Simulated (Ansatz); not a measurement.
TiC:

```
CELL_PARAMETERS angstrom
0.00000 2.16572 2.16572
2.16572 0.00000 2.16572
2.16572 2.16572 0.00000
ATOMIC_POSITIONS crystal
Ti 0.00000 0.00000 0.00000
C 0.50000 0.50000 0.50000
```

The cell is a database's computed one.

Base run:

- Program: Ansatz 0.2.0
- Functional: PBEsol
- Potentials or basis: all-electron LAPW, scalar-relativistic
- Cutoff: 312 eV (chosen from the basis error)
- Basis error allowed: 0.001 eV/atom
- k mesh: 11 × 11 × 11
- Occupations: fermi-dirac, width 0.05 eV
- Spin: no spin polarisation
- Hubbard terms: Ti d U = 2 eV

Its results: band gap on the k mesh none (metal or under the smearing width); pressure -3.7 GPa.

Question: The run is repeated on the same cell with these changes: hubbard terms from Ti d U = 2 eV to Ti d U = 8 eV. What comes out?

Answer: Band gap on the k mesh none (metal or under the smearing width); pressure 10.2 GPa.

Caveats: U is the effective U less J, on atomic orbitals that reach past the spheres; U without spin polarisation on a metal has little footing; the U is typed as a test and isn't derived for this compound.
